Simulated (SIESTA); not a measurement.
CdS (Greenockite):

```
Cd S
1.0
     4.15000    0.00000    0.00000
    -2.07500    3.59401    0.00000
     0.00000    0.00000    6.73700
Cd S
2 2
Direct
  0.66667 0.33333 0.50000
  0.33333 0.66667 0.00000
  0.66667 0.33333 0.87500
  0.33333 0.66667 0.37500
```

Base run:

| Quantity | Value |
| --- | --- |
| Program | SIESTA 5.4.2 |
| Functional | BLYP |
| Potentials or basis | PseudoDojo 0.4 standard (PBE files) |
| Basis | DZP (energy shift 0.003 Ry; two zetas on semicore shells) |
| Grid cutoff | 800 Ry |
| Energy shift | 0.003 Ry |
| k mesh | 7 × 7 × 4 |
| Occupations | fermi-dirac, width 0.05 eV |
| Spin | no spin polarisation |

Its results: band gap on the k mesh 1.38 eV, direct; pressure 5.6 GPa; largest force 0.075 eV/Å.

After a change of settings the same cell gave: band gap on the k mesh 1.39 eV, direct; pressure 2.3 GPa; largest force 0.075 eV/Å. Which change was it?
A. functional from BLYP to vdW-DF-cx
B. functional from BLYP to PBEsol; potentials or basis from PseudoDojo 0.4 standard (PBE files) to PseudoDojo 0.4 standard (PBEsol files)
C. functional from BLYP to PBE
D. functional from BLYP to AM05; potentials or basis from PseudoDojo 0.4 standard (PBE files) to PseudoDojo 0.4 standard (PBEsol files)

C.

PBE binds more tightly than BLYP, so the same cell stands under less pressure.

Caveats: the basis of atomic orbitals isn't converged, which shifts pressures, moduli and gaps; the potentials were made for another functional, which shifts forces and pressure (some runs).

Not every run made on this cell is shown here.
